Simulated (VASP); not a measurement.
# Pb in VASP: reference runs

How does Pb come out in PBE? The cell is run as given.

Everything below comes from runs of VASP 6.6.1. Logs are shortened: lines on timing, memory, paths and dates and some standing lists are left out, and cuts for length are marked.

### Step 1. The undisturbed slab

The cell holds a slab with vacuum, 4 atoms: a = 3.493 Å, b = 3.493 Å, c = 23.556 Å, α = 90.00°, β = 90.00°, γ = 120.00°.

The slab is cut from a database's or a generator's crystal, which needn't be the stable form of the element.

### Step 2. Single point, PBE (the (1 1 1) slab of Pb, cut from the database cell, not relaxed)

Contents of INCAR:

```
PREC = Accurate ; ENCUT = 520
EDIFF = 1E-7 ; ISMEAR = -1
SIGMA = 0.05 ; LREAL = F
LASPH = T ; NELM = 60
ALGO = Normal ; ISIF = 2
LWAVE = F ; LCHARG = T
LDIPOL = T ; IDIPOL = 3
DIPOL = 0.5 0.5 0.500 ; GGA = PE
LELF = T ; LVHAR = T
LVACPOTAV = T ; NBANDS = 36
```

Contents of KPOINTS:

```
regular mesh
0
Gamma
  9 9 1
```

Contents of POSCAR:

```
Pb
1.0
    3.4928246563      0.0000000000      0.0000000000
   -1.7464123282      3.0248748834      0.0000000000
    0.0000000000      0.0000000000     23.5556381691
Pb
4
Direct
    0.6666666667      0.3333333333      0.3183951097
    0.3333333333      0.6666666667      0.4394650366
    0.0000000000      0.0000000000      0.5605349634
    0.6666666667      0.3333333333      0.6816048903
```

Potentials or basis: VASP PAW PBE potentials, release 64 (Pb_d).

Started as:

```console
$ cat potpaw_PBE.64/Pb_d/POTCAR > POTCAR
$ mpirun -np 1 vasp_std > vasp.out
```

OUTCAR:

```text
PREC = Accurate
   ENCUT = 520
   EDIFF = 1E-7
   ISMEAR = -1
   LREAL = F
   LASPH = T
   NELM = 60
   ISIF = 2
   GGA = PE

 ion  position               nearest neighbor table
   1  0.667  0.333  0.318-   2 3.49   2 3.49   2 3.49
   2  0.333  0.667  0.439-   3 3.49   3 3.49   3 3.49   1 3.49   1 3.49   1 3.49
   3  0.000  0.000  0.561-   2 3.49   2 3.49   2 3.49   4 3.49   4 3.49   4 3.49
   4  0.667  0.333  0.682-   3 3.49   3 3.49   3 3.49

  LATTYP: Found a hexagonal cell.
 ALAT       =     3.4928246563
 C/A-ratio  =     6.7440082131

  Lattice vectors:

 A1 = (   3.4928246563,   0.0000000000,   0.0000000000)
 A2 = (  -1.7464123282,   3.0248748834,   0.0000000000)
 A3 = (   0.0000000000,   0.0000000000,  23.5556381691)

Analysis of symmetry for initial positions (statically):
=====================================================================
 Subroutine PRICEL returns:
 Original cell was already a primitive cell.

 Routine SETGRP: Setting up the symmetry group for a
 hexagonal supercell.

 Subroutine GETGRP returns: Found 12 space group operations
 (whereof  6 operations were pure point group operations)
 out of a pool of 24 trial point group operations.

The static configuration has the point symmetry C_3v.
 The point group associated with its full space group is D_3d.

Analysis of symmetry for dynamics (positions and initial velocities):
=====================================================================
 Subroutine PRICEL returns:
 Original cell was already a primitive cell.

 Routine SETGRP: Setting up the symmetry group for a
 hexagonal supercell.

 Subroutine GETGRP returns: Found 12 space group operations
 (whereof  6 operations were pure point group operations)
 out of a pool of 24 trial point group operations.

The dynamic configuration has the point symmetry C_3v.
 The point group associated with its full space group is D_3d.

 Subroutine INISYM returns: Found 12 space group operations
 (whereof  6 operations are pure point group operations),
 and found     1 'primitive' translations

----------------------------------------------------------------------------------------

                                     Primitive cell

  volume of cell :     248.8737

  direct lattice vectors                    reciprocal lattice vectors
     3.492824656  0.000000000  0.000000000     0.286301231  0.165296093  0.000000000
    -1.746412328  3.024874883  0.000000000     0.000000000  0.330592186  0.000000000
     0.000000000  0.000000000 23.555638169     0.000000000  0.000000000  0.042452681

  length of vectors
     3.492824656  3.492824656 23.555638169     0.330592186  0.330592186  0.042452681

  position of ions in fractional coordinates (direct lattice)
     0.666666667  0.333333333  0.318395110
     0.333333333  0.666666667  0.439465037
     0.000000000  0.000000000  0.560534963
     0.666666667  0.333333333  0.681604890

  ion indices of the primitive-cell ions
   primitive index   ion index
                 1           1
                 2           2
                 3           3
                 4           4

----------------------------------------------------------------------------------------

 KPOINTS: regular mesh

Automatic generation of k-mesh.
 Grid dimensions read from file:
 generate k-points for:    9    9    1

 Generating k-lattice:

  Cartesian coordinates                     Fractional coordinates (reciprocal lattice)
     0.031811248  0.018366233  0.000000000     0.111111111 -0.000000000  0.000000000
     0.000000000  0.036732465  0.000000000     0.000000000  0.111111111  0.000000000
     0.000000000  0.000000000  0.042452681     0.000000000  0.000000000  1.000000000

  Length of vectors
     0.036732465  0.036732465  0.042452681

  Shift w.r.t. Gamma in fractional coordinates (k-lattice)
     0.000000000  0.000000000  0.000000000

 Subroutine IBZKPT returns following result:
 ===========================================

 Found     12 irreducible k-points:

 Following reciprocal coordinates:
            Coordinates               Weight
  0.000000  0.000000  0.000000      1.000000
  0.111111  0.000000  0.000000      6.000000
  0.222222  0.000000  0.000000      6.000000
  0.333333  0.000000  0.000000      6.000000
  0.444444  0.000000  0.000000      6.000000
  0.111111  0.111111  0.000000      6.000000
  0.222222  0.111111  0.000000     12.000000
  0.333333  0.111111  0.000000     12.000000
  0.444444  0.111111  0.000000      6.000000
  0.222222  0.222222  0.000000      6.000000
  0.333333  0.222222  0.000000     12.000000
  0.333333  0.333333  0.000000      2.000000
   k-points           NKPTS =     12   k-points in BZ     NKDIM =     12   number of bands    NBANDS=     36
   number of dos      NEDOS =    301   number of ions     NIONS =      4
   total plane-waves  NPLWV = 141120
   dimension x,y,z NGX =    28 NGY =   28 NGZ =  180
   dimension x,y,z NGXF=    56 NGYF=   56 NGZF=  360
   ions per type =               4
   NGX,Y,Z   is equivalent  to a cutoff of  13.33, 13.33, 12.70 a.u.
   NGXF,Y,Z  is equivalent  to a cutoff of  26.65, 26.65, 25.41 a.u.
 SYSTEM =  unknown system
   PREC   = accura    normal or accurate (medium, high low for compatibility)
   ISTART =      0    job   : 0-new  1-cont  2-samecut
   ICHARG =      2    charge: 1-file 2-atom 10-const
   ISPIN  =      1    spin polarized calculation?
   LNONCOLLINEAR =      F non collinear calculations
   LSORBIT =      F    spin-orbit coupling
   LASPH  =      T    aspherical Exc in radial PAW
   ENCUT  =  520.0 eV  38.22 Ry    6.18 a.u.   6.49  6.49 43.80*2*pi/ulx,y,z
   NELM   =     60;   NELMIN=  2; NELMDL= -5     # of ELM steps
   EDIFF  = 0.1E-06   stopping-criterion for ELM
   LREAL  =      F    real-space projection
   EDIFFG = 0.1E-05   stopping-criterion for IOM
   NSW    =      0    number of steps for IOM
   IBRION =     -1    ionic relax: 0-MD 1-quasi-New 2-CG
   NFREE  =      0    steps in history (QN), initial steepest desc. (CG)
   ISIF   =      2    stress and relaxation
   ISYM   =      2    0-nonsym 1-usesym 2-fastsym
   POTIM  = 0.5000    time-step for ionic-motion
   TEBEG  =    0.0;   TEEND  =   0.0 temperature during run
   PSTRESS=    0.0 pullay stress
   NELECT =      56.0000    total number of electrons
   NUPDOWN=      -1.0000    fix difference up-down
   EMIN   =  10.00;   EMAX   =-10.00  energy-range for DOS
   EFERMI =   0.00;   METHOD = LEGACY
   ISMEAR =    -1;   SIGMA  =   0.05  broadening in eV -4-tet -1-fermi 0-gaus
   EFERMI_NEDOS =   21; number of points for ismear=-14 and -15
   IALGO  =     38    algorithm
   IMIX   =      4    mixing-type and parameters
     AMIX     =   0.40;   BMIX     =  1.00
     AMIX_MAG =   1.60;   BMIX_MAG =  1.00
  volume/ion in A,a.u.               =      62.22       419.87
  Fermi-wavevector in a.u.,A,eV,Ry     =   0.995737  1.881669 13.490060  0.991491
  Thomas-Fermi vector in A             =   2.127777
   LORBIT       =      0    0 simple, 1 ext, 2 COOP (PROOUT), +10 PAW based schemes
   GGA     = PE    functional components
   LHFCALC =     F    Hartree Fock is set to
   AEXX    =    0.0000 exact exchange contribution
   IVDW    =     0    specifies the selected vdW correction
   LEPSILON=     F    determine dielectric tensor
   LRPA    =     F    only Hartree local field effects (RPA)
 non-spin polarized calculation
  energy-cutoff  :      520.00
  volume of cell :      248.87
 maximum number of plane-waves:      6771
 NGX is ok and might be reduce to    28
   NGX = 13   NGY = 13   NGZ = 87

 number of electron      56.0000000 magnetization

 dipolmoment           0.000000      0.000000      0.000000 electrons x Angstroem

 Free energy of the ion-electron system (eV)
  ---------------------------------------------------
  ext. energy  EPLUGINS =         0.00000000
  ---------------------------------------------------
  free energy    TOTEN  =       -13.92644670 eV

  energy without entropy =      -13.90885264  energy(sigma->0) =      -13.91764967

 E-fermi :   1.6590     XC(G=0):  -5.5952

 val. band max:        1.5939042458   @ k =   0.3333   0.2222   0.0000
 cond. band min:       1.7344597484   @ k =   0.3333   0.0000   0.0000
 fundamental gap:      0.1405555026
 Fermi energy:         1.6590364537

 k-point     1 :       0.0000    0.0000    0.0000
  band No.  band energies     occupation
      1     -15.4761      2.00000
      2     -15.4748      2.00000
      3     -15.4327      2.00000
      4     -15.4236      2.00000
      5     -15.4236      2.00000
      6     -15.4217      2.00000
[... 28 lines left out ...]
     35       7.9604      0.00000
     36       8.5668      0.00000

 k-point     2 :       0.1111    0.0000    0.0000
  band No.  band energies     occupation
      1     -15.4679      2.00000
      2     -15.4661      2.00000
      3     -15.4331      2.00000
      4     -15.4303      2.00000
      5     -15.4244      2.00000
      6     -15.4062      2.00000
[... 28 lines left out ...]
     35       6.9539      0.00000
     36       7.3193      0.00000

 k-point     3 :       0.2222    0.0000    0.0000
  band No.  band energies     occupation
      1     -15.4975      2.00000
      2     -15.4844      2.00000
      3     -15.4482      2.00000
      4     -15.4215      2.00000
      5     -15.4016      2.00000
      6     -15.3923      2.00000
[... 28 lines left out ...]
     35       6.2176      0.00000
     36       6.9758      0.00000
[... 274 lines left out ...]
 k-point    11 :       0.3333    0.2222    0.0000
  band No.  band energies     occupation
      1     -15.4918      2.00000
      2     -15.4509      2.00000
      3     -15.4348      2.00000
      4     -15.4318      2.00000
      5     -15.4150      2.00000
      6     -15.4112      2.00000
[... 28 lines left out ...]
     35       4.5366      0.00000
     36       5.6219      0.00000

 k-point    12 :       0.3333    0.3333    0.0000
  band No.  band energies     occupation
      1     -15.4607      2.00000
      2     -15.4607      2.00000
      3     -15.4540      2.00000
      4     -15.4117      2.00000
      5     -15.4117      2.00000
      6     -15.3680      2.00000
[... 28 lines left out ...]
     35       4.4260      0.00000
     36       4.6392      0.00000

------------------------ aborting loop because EDIFF is reached ----------------------------------------

  FORCE on cell =-STRESS in cart. coord.  units (eV):
  Direction    XX          YY          ZZ          XY          YZ          ZX
  --------------------------------------------------------------------------------------
  -------------------------------------------------------------------------------------
  Total        0.5513740      0.5513740      0.2635035     -0.0000000     -0.0000000      0.0000000
  in kB        3.5495868      3.5495868      1.6963598     -0.0000000     -0.0000000      0.0000000
  external PRESSURE =       2.9318445 kB  Pullay stress =       0.0000000 kB

 VOLUME and BASIS-vectors are now :
 -----------------------------------------------------------------------------
  energy-cutoff  :      520.00
  volume of cell :      248.87
      direct lattice vectors                 reciprocal lattice vectors
     3.492824656  0.000000000  0.000000000     0.286301231  0.165296093  0.000000000
    -1.746412328  3.024874883  0.000000000     0.000000000  0.330592186  0.000000000
     0.000000000  0.000000000 23.555638169     0.000000000  0.000000000  0.042452681

 POSITION                                       TOTAL-FORCE (eV/Angst)
 -----------------------------------------------------------------------------------
      1.74641      1.00829      7.50000         0.000000      0.000000      0.064817
     -0.00000      2.01658     10.35188         0.000000     -0.000000     -0.307007
      0.00000      0.00000     13.20376        -0.000000      0.000000      0.307007
      1.74641      1.00829     16.05564        -0.000000     -0.000000     -0.064817
 -----------------------------------------------------------------------------------
    total drift:                               -0.000000      0.000000      0.000042

  FREE ENERGIE OF THE ION-ELECTRON SYSTEM (eV)
  ---------------------------------------------------
  free  energy   TOTEN  =       -13.9264467039 eV

  energy  without entropy=      -13.9088526415  energy(sigma->0) =      -13.91764967

 vacuum level on the upper side and lower side of the slab         5.390         5.390
```

Wall time 96 s (1 thread of Intel Xeon 6975P-C (Granite Rapids), shared host); peak memory 0.38 GiB.

What came out:

```yaml
Free_energy: -13.9264 eV
Largest_force: 0.307 eV/Å
Band_gap_on_the_k_mesh: none (metal or under the smearing width)
Work_function_of_the_upper_face: 3.73 eV
Work_function_of_the_lower_face: 3.73 eV
```

Forces in eV/Å, atoms in the order of the input:
```
Pb   0.000  0.000  0.065
Pb   0.000  0.000 -0.307
Pb   0.000  0.000  0.307
Pb   0.000  0.000 -0.065
```

Spin-orbit coupling is left out, which matters for the levels of Pb.
